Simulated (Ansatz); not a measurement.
input.yaml

```yaml
crystal:
  lattice:
    - [2.8029787992, 0.0, 0.0]
    - [0.0, 2.8029787992, 0.0]
    - [0.0, 0.0, 7.6757986744]
  atoms:
    - { symbol: Al, position: [0.0, 0.0, 0.5] }
    - { symbol: Al, position: [0.5, 0.5, 0.2227835996] }
    - { symbol: Al, position: [0.5, 0.5, 0.7772164004] }
    - { symbol: Cu, position: [0.0, 0.0, 0.0] }
basis:
  ecutwfc: 500
kpoints:
  mp_grid: { grid: [16, 16, 6] }
  band_path:
    path:
      - [[0.0, 0.0, 0.0], [0.0, 0.5, 0.0], [0.5, 0.5, 0.0], [0.0, 0.0, 0.0], [0.0, 0.0, 0.5], [0.0, 0.5, 0.5], [0.5, 0.5, 0.5], [0.0, 0.0, 0.5]]
      - [[0.0, 0.5, 0.0], [0.0, 0.5, 0.5]]
      - [[0.5, 0.5, 0.0], [0.5, 0.5, 0.5]]
    npoints: 14
hamiltonian:
  xc: r2scan
scf:
  occupations: { method: gaussian, width: 0.1 }
  n_extra_bands: 10
output:
  forces: true
  stress: true
  eigenvalues: true
  populations: true
  dos: { projected: true, de: 0.02, nscf_kmesh: { grid: [24, 24, 9] } }
  bader: true
  write_density: true
  write_potential: true
  elf: true
  volumetric_format: npy
```

Command:
```bash
ansatz run input.yaml --threads 1 --pin off --max-ram 2560MiB --backend cpu --events-out ev --progress --plain --runs-dir out
```

Level of theory: DFT r2SCAN, scalar-relativistic, plane waves, PAW in Ansatz 0.2.0.

Part of what the program printed, abridged:

```
scf.n_extra_bands = 10 over 14 filled bands (N_el = 28.0): the run solves 24 bands
Pseudopotentials: kind: paw
Pseudopotential: Al, paw, valence charge 3, recommended cutoff 500 eV (meta_gga)
Pseudopotential: Cu, paw, valence charge 19, recommended cutoff 500 eV (meta_gga)
Functional definition: r2SCAN
Crystal: 4 atoms, lattice volume = 60.306 Å³
Basis set: ecut = 500 eV, 1483 PW (Γ), exchange–correlation on 96×96×240 points (64 copies of the dense FFT grid, shifted against one another)
Bands: 24, of which v1, the nominal top of the filled ones, is band 14 counted from 1 (13 counted from 0)
Symmetry: 16 space group operations
Space group: P4/mmm (ITA 123), of the structure as read, at distance tolerance 3.9e-5 Å
k-points: 180 of 1536
Initial density: superposition of atomic densities (neutral atoms: chi_scale 0, normalization atom), corrected by the library's trained network
Initial wavefunctions: pseudopotential atomic-orbital guess
Functional: x = r2scan, c = r2scan; τ floored in thin density (d = 2e-4 eV/Å³)
SCF iter   1: F=—  HF=-8252.824942 eV  |F-HF|=—  |Δ(HF+E_count)|=         —  Δρ=2.25e-2  dr2=3.01e-1  dr2_τ=1.38e-2  ethr=1.77e-3  ⟨swp⟩=5.8  Hψ=22336  notcnv=0  defer=175
SCF iter   2: F=—  HF=-8252.852206 eV  |F-HF|=—  |Δ(HF+E_count)|=   2.73e-2  Δρ=1.90e-2  dr2=1.18e-1  dr2_τ=1.14e-3  ethr=1.07e-3  ⟨swp⟩=2.0  Hψ=8287  notcnv=0  defer=661
SCF iter   3: F=—  HF=-8252.819754 eV  |F-HF|=—  |Δ(HF+E_count)|=   3.25e-2  Δρ=5.11e-3  dr2=3.20e-2  dr2_τ=4.74e-5  ethr=4.20e-4  ⟨swp⟩=2.0  Hψ=6233  notcnv=0  defer=661
SCF iter   4: F=—  HF=-8252.815415 eV  |F-HF|=—  |Δ(HF+E_count)|=   4.34e-3  Δρ=1.46e-3  dr2=1.52e-3  dr2_τ=9.77e-6  ethr=1.14e-4  ⟨swp⟩=1.0  Hψ=5752  notcnv=0  defer=647
SCF iter   5: F=—  HF=-8252.815542 eV  |F-HF|=—  |Δ(HF+E_count)|=   1.27e-4  Δρ=6.83e-4  dr2=6.41e-4  dr2_τ=2.01e-6  ethr=5.43e-6  ⟨swp⟩=2.3  Hψ=4989  notcnv=0  defer=647
SCF iter   6: F=—  HF=-8252.815450 eV  |F-HF|=—  |Δ(HF+E_count)|=   9.14e-5  Δρ=2.45e-4  dr2=3.63e-5  dr2_τ=1.14e-7  ethr=2.29e-6  ⟨swp⟩=1.2  Hψ=3715  notcnv=0  defer=647
SCF iter   7: F=—  HF=-8252.815451 eV  |F-HF|=—  |Δ(HF+E_count)|=   7.57e-7  Δρ=4.84e-5  dr2=1.52e-6  dr2_τ=6.89e-9  ethr=1.30e-7  ⟨swp⟩=2.0  Hψ=5088  notcnv=0  defer=647
SCF iter   8: F=—  HF=-8252.815451 eV  |F-HF|=—  |Δ(HF+E_count)|=   2.11e-7  Δρ=2.06e-5  dr2=2.32e-7  dr2_τ=5.91e-10  ethr=5.42e-9  ⟨swp⟩=2.4  Hψ=5491  notcnv=0  defer=647
SCF iter   9: F=-8252.815451 eV  HF=-8252.815451 eV  |F-HF|=9.08e-10  |Δ(HF+E_count)|=   9.34e-9  Δρ=3.20e-6  dr2=6.16e-9  dr2_τ=1.76e-11  ethr=3.57e-10  ⟨swp⟩=11.4  Hψ=25540  notcnv=0
SCF 1 converged in 9 iterations: F = -8252.815451 eV  dr2 = 6.16e-9
SCF converged after 9 iterations
Free energy (F): -8252.815451 eV
Harris-Foulkes:  -8252.815451 eV  (|F-HF|=9.08e-10)
Internal energy: -8252.807621 eV  (E = F + TS)
E sigma→0 (E₀):  -8252.811536 eV
Entropy (-TS):   -0.007830 eV (-1.957 meV/atom)
Fermi energy:    9.926669 eV
--- Per-component energies (eV) ---
  E_band       = -484.312733
  E_kinetic    = 368.834081
  E_local      = -7579.576606  (includes V_loc(G=0)·N_el)
  E_nonlocal   = 420.600335
  E_hartree    = 3504.311702
  E_xc         = -194.451317
  E_vxc        = -219.418273  (∫ρ·V_xc dr)
  E_paw        = -3094.700487  (= ΣΔE_a)
  E_vpaw       = -496.422157  (= ΣTr[D̂ρ^β])
  E_aug_tail   = 0.000144  (compensation charges beyond the density's cutoff)
  E_vtau       = 13.040084  (kinetic-family band-sum trace: ∫τ·v_τ [+ j·A + Jᵃ·Aᵃ] dr)
  E_ewald      = -1677.344040
  E_core_change = -0.481432  (= ΣΔE_core)
  E_smearing   = -0.007830  (= −TS)
--- Forces (eV/Å), atoms counted from 1 ---
  atom   1  Al     0.00000000     0.00000000     0.00000000
  atom   2  Al     0.00000000     0.00000000    -0.06659098
  atom   3  Al     0.00000000     0.00000000     0.06659098
  atom   4  Cu     0.00000000     0.00000000     0.00000000
--- Stress (GPa, compression-positive) ---
       -3.322312       0.000000       0.000000
        0.000000      -3.322312       0.000000
        0.000000       0.000000      -3.238451
  P = ⅓ Tr σ = -3.2944 GPa (-32.944 kbar)
--- Band table (eV; the first three rows and the last of 180) ---
  k-point 0: bands = ["-107.5176", "-63.3698", "-63.2953", "-63.2953", "-1.7765", "0.7054", "1.0687", "5.3996", "5.4470", "6.2965", "6.2965", "6.6757", "7.9602", "10.4250", "16.5315", "16.8972", "16.8972", "18.1565", "19.3526", "19.3526", "19.5126", "19.5126", "20.3910", "20.6702"]
  k-point 1: bands = ["-107.5176", "-63.3698", "-63.2953", "-63.2953", "-1.7023", "0.0708", "1.8302", "5.3505", "5.3996", "6.2964", "6.2964", "6.6757", "7.3199", "11.2819", "16.5319", "16.9687", "16.9687", "18.1239", "18.6710", "18.6710", "19.0689", "20.3186", "20.3186", "20.4819"]
  k-point 2: bands = ["-107.5176", "-63.3698", "-63.2953", "-63.2953", "-1.4816", "-0.5780", "2.8487", "4.8963", "5.3996", "6.2964", "6.2964", "6.5382", "6.6757", "12.8602", "16.5327", "17.0598", "17.1810", "17.1810", "18.0471", "18.0471", "18.0635", "20.6682", "21.2247", "21.3134"]
  k-point 179: bands = ["-107.5153", "-63.3665", "-63.3129", "-63.3129", "4.5143", "5.2024", "5.2024", "6.0288", "7.0368", "8.0167", "8.0167", "8.1506", "8.1506", "9.3962", "9.3971", "10.5490", "11.7188", "13.3350", "13.3350", "13.6429", "13.6429", "14.7993", "15.1496", "15.2062"]
--- Löwdin populations: 4 sites ---
  site symbol q [e]
     0     Al      2.9379
     1     Al      3.2384
     2     Al      3.2384
     3     Cu     18.3403
  spilling = 0.008750 (of n_electrons = 28.000000)
--- Bader charges: 4 sites ---
  site symbol charge [e]  shift [e]
     0     Al      0.0222     0.0000
     1     Al      0.5750     0.0005
     2     Al      0.5750     0.0005
     3     Cu     -1.1722     0.0010
  estimated error of the sums over rays = 2.5e-4 e
```

Self-consistency was reached.

Time: 2.4 min on 1 thread of Intel(R) Xeon(R) Platinum 8259CL CPU @ 2.50GHz (Skylake/Cascade Lake), with other jobs on the host, peak memory 0.87 GiB.